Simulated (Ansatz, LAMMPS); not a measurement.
**N in place of O at several sites of amorphous Al2O3 (155 atoms)**

Aim: make N in place of O at several sites of amorphous Al2O3 (155 atoms), relax each, and compare their energies.

Program: Ansatz 0.2.0. Level of theory: Kohn-Sham DFT, PBE, PAW (set soft_2), plane waves. Results are calculated unless marked as measured.

### Step 1. The structure

The cell holds 155 atoms: 62 Al and 93 O. Cell: a = 12.482 Å, b = 12.482 Å, c = 12.482 Å, α = 90.0°, β = 90.0°, γ = 90.0°. 155 atoms (62 Al, 93 O) placed at random at 2.7 g/cm³, melted at 5000 K for 10 ps at fixed volume with the Morse and Coulomb pair potential with partial charges (Pedone, Malavasi, Menziani, Cormack and Segre, J. Phys. Chem. B 110, 11780 (2006)). Quenched from 5000 K to 300 K at 20 K/ps and fixed volume, held 5 ps, then minimised at fixed cell.

Limits known from the start: The quench rate of 20 K/ps is many orders above laboratory rates, so the cell is likely richer in defects and strain than a real sample. The network of bonds at the start is that of the classical potential that made the cell, and needn't be the one that DFT or experiment would give. Only the Γ point is sampled, in a cell whose shortest periodic width is 12 Å.

### Step 2. Single point at the start

A single point comes first, to see the forces before anything moves.

The input, input.yaml:

```yaml
crystal:
  lattice:
    - [12.4819, 0.0, 0.0]
    - [0.0, 12.4819, 0.0]
    - [0.0, 0.0, 12.4819]
  atoms:
    - { symbol: Al, position: [0.30669, 0.67141, 0.01968] }
    - { symbol: Al, position: [0.86345, 0.92857, 0.45912] }
    - { symbol: Al, position: [0.18981, 0.59319, 0.81292] }
    - { symbol: Al, position: [0.43655, 0.87144, 0.52953] }
    - { symbol: Al, position: [0.02913, 0.76076, 0.6926] }
    - { symbol: Al, position: [0.56347, 0.35111, 0.94566] }
    - { symbol: Al, position: [0.94434, 0.85261, 0.90468] }
    - { symbol: Al, position: [0.05765, 0.57047, 0.47701] }
    - { symbol: Al, position: [0.26615, 0.26121, 0.42547] }
    - { symbol: Al, position: [0.82457, 0.21731, 0.2295] }
    - { symbol: Al, position: [0.42873, 0.92094, 0.26886] }
    - { symbol: Al, position: [0.62018, 0.69063, 0.55753] }
    - { symbol: Al, position: [0.19181, 0.05155, 0.17968] }
    - { symbol: Al, position: [0.20817, 0.21895, 0.97682] }
    - { symbol: Al, position: [0.45393, 0.44377, 0.50152] }
    - { symbol: Al, position: [0.07127, 0.30999, 0.56341] }
    - { symbol: Al, position: [0.32226, 0.01003, 0.96869] }
    - { symbol: Al, position: [0.94127, 0.01663, 0.16559] }
    - { symbol: Al, position: [0.19588, 0.86483, 0.53006] }
    - { symbol: Al, position: [0.79574, 0.88213, 0.72369] }
    - { symbol: Al, position: [0.60588, 0.53106, 0.34182] }
    - { symbol: Al, position: [0.59249, 0.73239, 0.77927] }
    - { symbol: Al, position: [0.63615, 0.30761, 0.35177] }
    - { symbol: Al, position: [0.40143, 0.6582, 0.24762] }
    - { symbol: Al, position: [0.73916, 0.9342, 0.03046] }
    - { symbol: Al, position: [0.27901, 0.02286, 0.39339] }
    - { symbol: Al, position: [0.04146, 0.16798, 0.76704] }
    - { symbol: Al, position: [0.46888, 0.20494, 0.47614] }
    - { symbol: Al, position: [0.08983, 0.42347, 0.28892] }
    - { symbol: Al, position: [0.23227, 0.11591, 0.61948] }
    - { symbol: Al, position: [0.41203, 0.17814, 0.81723] }
    - { symbol: Al, position: [0.85859, 0.47745, 0.37262] }
    [... 117 atom lines left out ...]
    - { symbol: O, position: [0.81712, 0.40729, 0.49408] }
    - { symbol: O, position: [0.6978, 0.38048, 0.91464] }
    - { symbol: O, position: [0.59952, 0.36525, 0.23433] }
    - { symbol: O, position: [0.08033, 0.5064, 0.80143] }
    - { symbol: O, position: [0.73971, 0.59828, 0.57925] }
    - { symbol: O, position: [0.32926, 0.15366, 0.93351] }
kpoints:
  mp_grid: { grid: [1, 1, 1] }
hamiltonian:
  xc: pbe
scf:
  occupations: { method: fixed }
output:
  forces: true
```

Command:

```
$ ansatz run input.yaml --threads 8 --pin off --max-ram 15872MiB --backend cpu --events-out ev --progress --plain --runs-dir out
```

Numbers of over 12 decimals in the logs are rounded to 6 here.

The log of the run:

```text
[...]
Pseudopotentials: kind: paw
Pseudopotential: Al, paw, valence charge 3, recommended cutoff 420 eV (normal), Al.paw.azcp
Pseudopotential: O, paw, valence charge 6, recommended cutoff 420 eV (normal), O.paw.azcp
[... 5 lines on functional and potentials left out ...]
Crystal: 155 atoms, lattice volume = 1944.653 Å³
Basis set: ecut = 420 eV, 38089 PW (Γ), exchange–correlation on 180×180×180 points (8 copies of the dense FFT grid, shifted against one another)
Bands: 527, of which v1, the nominal top of the filled ones, is band 372 counted from 1 (371 counted from 0)
Symmetry: 1 space group operations
Space group: P1 (ITA 1), of the structure as read, at distance tolerance 1.2e-4 Å
k-points: 1
[... 5 lines on functional and potentials left out ...]
Initial density: superposition of atomic densities (neutral atoms: chi_scale 0, normalization atom), corrected by the library's trained network
Initial wavefunctions: pseudopotential atomic-orbital guess
[...]
SCF iter   1: F=—  HF=-86304.303664 eV  |F-HF|=—  |Δ(HF+E_count)|=         —  Δρ=2.39e-3  dr2=2.48e-1  ethr=1.77e-3  ⟨swp⟩=5.0  Hψ=1684  notcnv=0  defer=150
preconditioner: auto → Resta (q_TF=auto, 2.325 Å⁻¹)  ε∞=3.2  [insulator: Δε(μ)=3.079 eV  Ē_g=15.335 eV  n_scr=436 (ndim 8)  ℏωp=23.0 eV  f_vac=0.088  ε∞_Penn≈3.2]
SCF iter   2: F=—  HF=-86304.265691 eV  |F-HF|=—  |Δ(HF+E_count)|=   3.80e-2  Δρ=1.37e-3  dr2=6.28e-2  ethr=3.34e-5  ⟨swp⟩=3.0  Hψ=820  notcnv=0  defer=153
SCF iter   3: F=—  HF=-86304.260376 eV  |F-HF|=—  |Δ(HF+E_count)|=   5.31e-3  Δρ=6.65e-4  dr2=1.81e-2  ethr=8.44e-6  ⟨swp⟩=3.0  Hψ=669  notcnv=0  defer=114
automatic band count: iteration 3 solves 488 bands in place of 527: the levels show a gap, and the empty bands left out lie too high to hold charge; the band table lists the bands solved (type scf.n_extra_bands for more)
SCF iter   4: F=—  HF=-86304.256756 eV  |F-HF|=—  |Δ(HF+E_count)|=   3.62e-3  Δρ=2.24e-4  dr2=1.20e-3  ethr=2.43e-6  ⟨swp⟩=3.0  Hψ=664  notcnv=0  defer=114
SCF iter   5: F=—  HF=-86304.256768 eV  |F-HF|=—  |Δ(HF+E_count)|=   1.19e-5  Δρ=1.59e-4  dr2=4.02e-4  ethr=1.62e-7  ⟨swp⟩=2.0  Hψ=700  notcnv=0  defer=114
SCF iter   6: F=—  HF=-86304.256765 eV  |F-HF|=—  |Δ(HF+E_count)|=   3.14e-6  Δρ=3.78e-5  dr2=3.27e-5  ethr=5.40e-8  ⟨swp⟩=2.0  Hψ=700  notcnv=0  defer=114
SCF iter   7: F=—  HF=-86304.260476 eV  |F-HF|=—  |Δ(HF+E_count)|=   3.71e-3  Δρ=1.44e-5  dr2=4.25e-6  ethr=4.39e-9  ⟨swp⟩=2.0  Hψ=859  notcnv=0  defer=109
SCF iter   8: F=—  HF=-86304.260479 eV  |F-HF|=—  |Δ(HF+E_count)|=   2.66e-6  Δρ=1.15e-5  dr2=2.07e-6  ethr=5.71e-10  ⟨swp⟩=2.0  Hψ=751  notcnv=0  defer=109
SCF iter   9: F=-86304.260478 eV  HF=-86304.260478 eV  |F-HF|=3.66e-8  |Δ(HF+E_count)|=   1.83e-7  Δρ=2.08e-6  dr2=8.14e-8  ethr=1.34e-11  ⟨swp⟩=3.0  Hψ=1722  notcnv=0
SCF 1 converged in 9 iterations: F = -86304.260478 eV  dr2 = 8.14e-8
[...]
SCF converged after 9 iterations
Free energy (F): -86304.260478 eV
Harris-Foulkes:  -86304.260478 eV  (|F-HF|=3.66e-8)
Internal energy: -86304.260478 eV  (E = F + TS)
E sigma→0 (E₀):  -86304.260478 eV
Fermi energy:    4.220089 eV
--- Per-component energies (eV) ---
[...]
Σ components = -86304.260478   (vs F -86304.260478, Δ=0.00e0)
--- Forces (eV/Å), atoms counted from 1 ---
  atom   1  Al     0.23098096     0.32364379    -0.42685279
  atom   2  Al     0.08792270    -0.01498084    -0.24024473
  atom   3  Al     0.19994168    -0.01350459     0.07490309
  atom   4  Al     0.12869864    -0.23748887    -0.10453132
[...]
atom 155  O      0.50872717     0.07879735     0.20186700
  max |Σ_I F_I| component: 1.42e-4 eV/Å
```

Run time: 17 s. Hardware: 8 threads of Arm Neoverse V1, shared host; peak memory 2.6 GiB; 2 min of CPU time.

The r.m.s. force at the start is 0.38 eV/Å.

### Step 3. Relaxation

The atoms are relaxed in the fixed cell, aiming at the force tolerance of the input.

The input, input.yaml:

```yaml
crystal:
  lattice:
    - [12.4819, 0.0, 0.0]
    - [0.0, 12.4819, 0.0]
    - [0.0, 0.0, 12.4819]
  atoms:
    [... the 155 atom lines of step 2 ...]
kpoints:
  mp_grid: { grid: [1, 1, 1] }
hamiltonian:
  xc: pbe
scf:
  occupations: { method: fixed }
output:
  forces: true
relax:
  f_tol: 0.05
  max_steps: 120
```

The log of the run:

```text
[...]
Crystal: 155 atoms, lattice volume = 1944.653 Å³
Basis set: ecut = 420 eV, 38089 PW (Γ), exchange–correlation on 180×180×180 points (8 copies of the dense FFT grid, shifted against one another)
Bands: 527, of which v1, the nominal top of the filled ones, is band 372 counted from 1 (371 counted from 0)
Symmetry: 1 space group operations
[...]
k-points: 1
[...]
SCF iter   1: F=—  HF=-86304.303664 eV  |F-HF|=—  |Δ(HF+E_count)|=         —  Δρ=2.39e-3  dr2=2.48e-1  ethr=1.77e-3  ⟨swp⟩=5.0  Hψ=1684  notcnv=0  defer=150
[...]
SCF iter   6: F=-86304.260467 eV  HF=-86304.260465 eV  |F-HF|=1.90e-6  |Δ(HF+E_count)|=   5.04e-5  Δρ=3.79e-5  dr2=3.41e-5  ethr=8.40e-9  ⟨swp⟩=3.0  Hψ=1565  notcnv=0
SCF 1 converged in 6 iterations: F = -86304.260467 eV  dr2 = 3.41e-5
[...]
relax step   1: F+E_penalty+E_count = -86304.26046673 eV  Δ(F+E_penalty+E_count) = +0.000e0 eV  max|allowed force component| = 1.307e0 eV/Å  Δτ_max = 0.0000 Å  (6 SCF iters, dr2 threshold 6.25e-5 eV, accepted)
[... from here on, the SCF cycles and remarks between the steps are left out ...]
relax step   2: F+E_penalty+E_count = -86305.47060769 eV  Δ(F+E_penalty+E_count) = -1.210e0 eV  max|allowed force component| = 9.270e-1 eV/Å  Δτ_max = 0.0612 Å  (6 SCF iters, dr2 threshold 1.00e-4 eV, accepted)
relax step   3: F+E_penalty+E_count = -86306.53685885 eV  Δ(F+E_penalty+E_count) = -1.066e0 eV  max|allowed force component| = 4.120e-1 eV/Å  Δτ_max = 0.1428 Å  (7 SCF iters, dr2 threshold 5.37e-5 eV, accepted)
relax step   4: F+E_penalty+E_count = -86307.04730073 eV  Δ(F+E_penalty+E_count) = -5.104e-1 eV  max|allowed force component| = 2.194e-1 eV/Å  Δτ_max = 0.2000 Å  (7 SCF iters, dr2 threshold 3.35e-5 eV, accepted)
relax step   5: F+E_penalty+E_count = -86307.14602763 eV  Δ(F+E_penalty+E_count) = -9.873e-2 eV  max|allowed force component| = 1.268e-1 eV/Å  Δτ_max = 0.2000 Å  (7 SCF iters, dr2 threshold 9.51e-6 eV, accepted)
relax step   6: F+E_penalty+E_count = -86307.16874352 eV  Δ(F+E_penalty+E_count) = -2.272e-2 eV  max|allowed force component| = 1.045e-1 eV/Å  Δτ_max = 0.1874 Å  (7 SCF iters, dr2 threshold 4.56e-6 eV, accepted)
relax step   7: F+E_penalty+E_count = -86307.13473388 eV  Δ(F+E_penalty+E_count) = +3.401e-2 eV  max|allowed force component| = 4.788e-1 eV/Å  Δτ_max = 0.1788 Å  (7 SCF iters, dr2 threshold 3.65e-6 eV, rejected (line search))
relax step   8: F+E_penalty+E_count = -86307.17751989 eV  Δ(F+E_penalty+E_count) = -8.776e-3 eV  max|allowed force component| = 2.783e-2 eV/Å  Δτ_max = 0.0678 Å  (9 SCF iters, accepted)
SCF converged after 9 iterations
Free energy (F): -86307.177520 eV
[...]
Internal energy: -86307.177520 eV  (E = F + TS)
E sigma→0 (E₀):  -86307.177520 eV
Fermi energy:    4.008031 eV
[...]
Σ components = -86307.177520   (vs F -86307.177520, Δ=0.00e0)
--- Forces (eV/Å), atoms counted from 1 ---
  atom   1  Al     0.00765370     0.00113690     0.00667957
  atom   2  Al    -0.02518532    -0.00829977     0.00169253
  atom   3  Al     0.01716248    -0.00322512    -0.02223847
  atom   4  Al     0.00459572     0.00510427     0.00174578
[...]
atom 155  O     -0.00579613    -0.00532076     0.00582938
  max |Σ_I F_I| component: 9.05e-5 eV/Å
--- Relaxed structure (8 steps of the walk, 7 accepted, 0 SCFs on fresh bases) ---
  F+E_penalty+E_count = -86307.17751989 eV   max|allowed force component| = 2.783e-2 eV/Å
  atoms:
    - { symbol: Al, position: [0.306094, 0.671796, 0.017110] }
    - { symbol: Al, position: [0.855129, 0.928928, 0.465723] }
    - { symbol: Al, position: [0.191151, 0.590438, 0.812940] }
    - { symbol: Al, position: [0.437701, 0.877737, 0.529726] }
[...]
- { symbol: O, position: [0.329052, 0.155596, 0.939620] }
```

It took 97 s on 8 threads; peak memory 2.6 GiB.

The relaxation converged after 8 steps, 2.92 eV below its start, with a largest force component of 0.028 eV/Å.

### Step 4. Single point at the relaxed geometry

The electronic structure is read at the final geometry, in a run of its own.

The input, input.yaml:

```yaml
crystal:
  lattice:
    - [12.4819, 0.0, 0.0]
    - [0.0, 12.4819, 0.0]
    - [0.0, 0.0, 12.4819]
  atoms:
    - { symbol: Al, position: [0.30609, 0.6718, 0.01711] }
    - { symbol: Al, position: [0.85513, 0.92893, 0.46572] }
    - { symbol: Al, position: [0.19115, 0.59044, 0.81294] }
    - { symbol: Al, position: [0.4377, 0.87774, 0.52973] }
    - { symbol: Al, position: [0.03033, 0.75476, 0.6901] }
    - { symbol: Al, position: [0.56497, 0.34836, 0.94817] }
    [... 143 atom lines left out ...]
    - { symbol: O, position: [0.81895, 0.41081, 0.49769] }
    - { symbol: O, position: [0.70012, 0.3813, 0.91834] }
    - { symbol: O, position: [0.60421, 0.35667, 0.22319] }
    - { symbol: O, position: [0.07768, 0.50914, 0.81279] }
    - { symbol: O, position: [0.74517, 0.60198, 0.5896] }
    - { symbol: O, position: [0.32905, 0.1556, 0.93962] }
kpoints:
  mp_grid: { grid: [1, 1, 1] }
hamiltonian:
  xc: pbe
scf:
  occupations: { method: fixed }
output:
  forces: true
  stress: true
  populations: true
  dos:
    method: { smearing: { sigma: 0.1 } }
    de: 0.1
    projected: { site_lists: { Al: [Al], O: [O] } }
  eigenvalues: true
  write_density: true
  write_potential: true
  volumetric_format: npy
```

The log of the run:

```text
[...]
Crystal: 155 atoms, lattice volume = 1944.653 Å³
Basis set: ecut = 420 eV, 38089 PW (Γ), exchange–correlation on 180×180×180 points (8 copies of the dense FFT grid, shifted against one another)
Bands: 527, of which v1, the nominal top of the filled ones, is band 372 counted from 1 (371 counted from 0)
Symmetry: 1 space group operations
[...]
k-points: 1
[...]
SCF iter   1: F=—  HF=-86307.203785 eV  |F-HF|=—  |Δ(HF+E_count)|=         —  Δρ=2.31e-3  dr2=1.99e-1  ethr=1.77e-3  ⟨swp⟩=5.0  Hψ=1905  notcnv=0  defer=151
[...]
SCF iter   9: F=-86307.177514 eV  HF=-86307.177514 eV  |F-HF|=3.12e-8  |Δ(HF+E_count)|=   2.45e-8  Δρ=1.83e-6  dr2=6.39e-8  ethr=1.34e-11  ⟨swp⟩=23.0  Hψ=5096  notcnv=0
SCF 1 converged in 9 iterations: F = -86307.177514 eV  dr2 = 6.39e-8
[...]
SCF converged after 9 iterations
Free energy (F): -86307.177514 eV
[...]
Internal energy: -86307.177514 eV  (E = F + TS)
E sigma→0 (E₀):  -86307.177514 eV
Fermi energy:    4.007524 eV
[...]
--- Forces (eV/Å), atoms counted from 1 ---
  atom   1  Al     0.00734876    -0.00046327     0.00691158
  atom   2  Al    -0.02644862    -0.00868198     0.00248100
  atom   3  Al     0.01654813    -0.00383619    -0.02230191
  atom   4  Al     0.00498600     0.00367494     0.00041822
  atom   5  Al     0.01066108     0.00105807    -0.02082409
  atom   6  Al    -0.00784975    -0.00783943    -0.00967789
  atom   7  Al    -0.00367893     0.00533972    -0.00899784
  atom   8  Al    -0.00479480    -0.00870901    -0.00059366
  atom   9  Al     0.00942434     0.00454769     0.00799177
  atom  10  Al    -0.00103383     0.00557593    -0.00060747
  atom  11  Al    -0.00001563     0.00090002     0.00572676
  atom  12  Al    -0.01708769    -0.02172388    -0.00355371
  atom  13  Al     0.00253415     0.00245970     0.00519951
  atom  14  Al     0.00636792    -0.00764642    -0.00027371
[...]
atom 154  O      0.00505313    -0.00448194     0.00166728
  atom 155  O     -0.00515782    -0.00601006     0.00563913
  max |Σ_I F_I| component: 8.32e-5 eV/Å
--- Stress (GPa, compression-positive) ---
       -2.685804       0.101092      -0.927637
        0.101082      -1.852388      -0.747252
       -0.927644      -0.747249      -1.342477
  P = ⅓ Tr σ = -1.9602 GPa (-19.602 kbar)
--- Band table (eV) ---
[...]
--- Löwdin populations: 155 sites ---
  site symbol       q [e]
     0     Al      1.6290
     1     Al      1.6657
     2     Al      1.6187
[...]
154      O      6.8360
  spilling = 0.008484 (of n_electrons = 744.000000)
```

The job ended after 33 s (8 threads; peak memory 2.8 GiB; 4 min of CPU time).

Read from the output:

```yaml
free_energy: -86307.1775 eV
free_energy_per_atom: -556.8205 eV/atom
scf_cycles: 9
pressure: -1.96 GPa
r_m_s_force_component: 0.00654 eV/Å
longest_force: 0.02803 eV/Å
fermi_energy: 4.008 eV
spacing_of_highest_filled_and_lowest_empty_level: 3.064 eV
spilling_of_the_projection: 0.008484
```

Löwdin charges by element and coordination (they lack the spilled electrons, 0.041 e an atom on average):

```tsv
element	coordination	atoms	mean charge (e)	spread	least	most
Al	all	62	1.37	0.0221	1.29	1.40
Al	4	51	1.37	0.0165	1.33	1.40
Al	5	10	1.34	0.0106	1.32	1.36
Al	6	1	1.29	0	1.29	1.29
O	all	93	-0.844	0.017	-0.884	-0.792
O	2	20	-0.868	0.0098	-0.884	-0.845
O	3	72	-0.838	0.0103	-0.868	-0.816
O	4	1	-0.792	0	-0.792	-0.792
```

Density of states as counts of states in windows of 1 eV (from the Fermi level), total and the larger projections:

```tsv
from (eV)	to (eV)	total	O p	Al p	Al s	O s
-18	-17	66.6	0.2	10.9	2.1	53.1
-17	-16	47.4	0.2	6.5	1.8	38.8
-16	-15	5.2	0.0	0.7	0.2	4.2
-15	-8	0.0	0.0	0.0	0.0	0.0
-8	-7	1.3	1.0	0.1	0.2	0.0
-7	-6	48.9	36.7	3.2	7.9	0.9
-6	-5	61.2	47.0	6.2	6.2	1.4
-5	-4	86.7	70.3	11.2	3.1	1.4
-4	-3	102.9	88.9	10.2	1.6	1.1
-3	-2	104.2	95.7	5.6	0.6	0.9
-2	-1	97.1	91.7	3.2	0.2	0.7
-1	0	54.0	51.3	1.7	0.1	0.3
0	1	1.8	1.7	0.1	0.0	0.0
1	2	0.0	0.0	0.0	0.0	0.0
2	3	0.1	0.0	0.0	0.1	0.0
3	4	1.9	0.0	0.1	1.2	0.5
4	5	10.2	1.4	3.2	3.0	2.3
```

With fixed occupations the program's Fermi level is the highest filled level; weight inside the gap is the broadening of levels at its edges.

Between -20 and -18 eV lie 67 more states.

The levels nearest the highest filled one (over half full), pooled over k-points and spins:

```tsv
level less the highest filled one (eV)	occupation
-0.425	2
-0.290	2
-0.251	2
-0.244	2
-0.128	2
0	2
3.06	0
4.47	0
4.58	0
4.67	0
4.78	0
4.89	0
```

Electrostatic potential energy in the bc plane at fractional x = 0.074, with atoms of Al and O within 0.2 Å of it. With pseudopotentials it is smooth inside the atoms' cores, unlike the true potential.

Ten even steps from '0' (-30 eV) to '9' (10 eV), each cell a mean:
```
67647899999999987789999999999999874
55555358999999999999999999999996555
66672017999999999999999999999860005
98886457899998896215999999999872127
99875445789988883002999998899998899
99874554687888888558999987778899999
99765545740279999999999875446899999
86104778862489999999999864445778988
66447999876668999999999876566200587
77899998745555888999899998888200587
88999998746755300486567899999867898
99999999864456300355655799999999999
99988889988789977755654799999999999
99765578999999999875556899999999999
98754468999998888887788999998878899
98765578999986545763589999986445689
99988889999864665577899999874675479
79999999999864564689999984355555555
07899999999987666899999850017666500
27889999999999999999998873269999720
88889999999999999999998767899999998
99999999999999999984257767899999999
77889999999999887760017888999999998
45568999999999876676479999999999986
```
Columns run along b (12.5 Å; values clipped at the 3rd and 97th percentile), rows up along c (12.5 Å). Atoms in or near the plane, at fractional coordinates: Al at (0.58, 0.49), Al at (0.32, 0.57), Al at (0.43, 0.29), Al at (0.03, 0.96), Al at (0.86, 0.30), O at (0.98, 0.21), O at (0.45, 0.53), O at (0.92, 0.88), O at (0.87, 0.62), O at (0.74, 0.22), O at (0.51, 0.81).

Valence density in the bc plane at fractional x = 0.074, with atoms of Al and O within 0.2 Å of it. It is the smooth field of the valence electrons, not physical close to the nuclei.

Ten steps, logarithmic in the rise over the least value, from '0' (0.0 e/Å³) to '9' (6.2 e/Å³), each cell a mean:
```
11133432100111111122321000111112332
21246775210011111111100000001246765
32357986310000123443200000011369996
31235764210001246887421122222358985
11123332222211247998421234432234542
11232112355542235775311245542111110
24565323578853112222101133332221111
36887432468753100000000122123565422
35776321234432211100011222235899742
23443111122123455421112222135899642
11111011221125799742122322113565421
11100012232235799752123332111122111
11111112332123466532112332100011101
11222222221101122233322111000122111
11233321110011112345542100001233211
11344321001111113467642100111222211
22223210001122112456532123332111233
54211100000111111233222357764213567
86310000000012232111112469985324699
85310000000012333211112357864213589
43110000000012332223433234431001345
11110000000001122357875321111000011
22211000000000112468986321111100001
22221110000011111356764211122100011
```
Columns run along b (12.5 Å), rows up along c (12.5 Å). Atoms in or near the plane, at fractional coordinates: Al at (0.58, 0.49), Al at (0.32, 0.57), Al at (0.43, 0.29), Al at (0.03, 0.96), Al at (0.86, 0.30), O at (0.98, 0.21), O at (0.45, 0.53), O at (0.92, 0.88), O at (0.87, 0.62), O at (0.74, 0.22), O at (0.51, 0.81).

Between filled and empty levels lie 3.06 eV (at Γ alone); a semilocal functional tends to put such gaps too low. In a disordered cell it changes from sample to sample, and tail or defect levels can set it. Mean Löwdin charges: Al +1.37, O -0.84 e (they miss 0.85 % of the electrons, so they add up to more than the cell's charge). The largest share in the top eV of filled states is O p (96 % of the projected weight), and in the lowest eV of empty states Al s (66 % of the projected weight).

(Part 1 of 2 ends here.)

[Logs are printed without paths, hosts, clocks, repeated set-up lines and the standing remarks that a program may print on its own settings, such as how far it seeks lower states.]

[Hosts, paths, dates, database ids (printed as entryN), source tags and the programs' standing remarks are cut or masked in the printed files.]
